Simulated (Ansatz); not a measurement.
# W under changes of volume

One of the cells (16.731 Å³/atom); the others are scaled copies at fixed shape and fractional positions:

```xyz
1
Lattice="0.0000 2.0300 2.0300 2.0300 0.0000 2.0300 2.0300 2.0300 0.0000" Properties=species:S:1:pos:R:3 pbc="T T T"
W     0.0000    0.0000    0.0000
```

This isn't the form of W at room conditions, which is bcc.

```yaml
Program: Ansatz 0.2.0
Functional: HSE06
Potentials_or_basis: Ansatz PAW
Cutoff: "420 eV (not typed: the program's choice for these potentials)"
k_mesh: 6 × 6 × 6
Occupations: fermi-dirac, width 0.05 eV
Spin: no spin polarisation
```

| volume (Å³/atom) | energy over the lowest point (meV/atom) | pressure (GPa) |
| --- | --- | --- |
| 15.727 | 16.13 | 10.9 |
| 16.062 | 0.51 | 3.6 |
| 16.396 | 0.00 | -3.1 |
| 16.731 | 12.81 | -9.1 |
| 17.065 | 37.63 | -14.4 |
| 17.400 | 73.02 | -19.1 |
| 17.735 | ? | ? |

Task: What does the run at 17.735 Å³/atom give?

Result: Energy over the lowest point 117.86 meV/atom; pressure -23.3 GPa.

Worked out: A Birch-Murnaghan fit of order 3 (a polynomial in V^(-2/3)) to the other rows has its minimum at 16.24 Å³/atom with B0 = V·E''(V) = 329 GPa and B' = 4.7. It gives 117.92 meV/atom at 17.735 Å³/atom, against the run's 117.86, and -dE/dV = -23.6 GPa, against -23.3.

Energies are extrapolated to zero smearing.

Caveats: all runs use coarse meshes; the PAW data sets come from PBE, with cores solved anew for the run's functional, which leaves a small shift of forces and pressure; the thresholds are loose for stress.
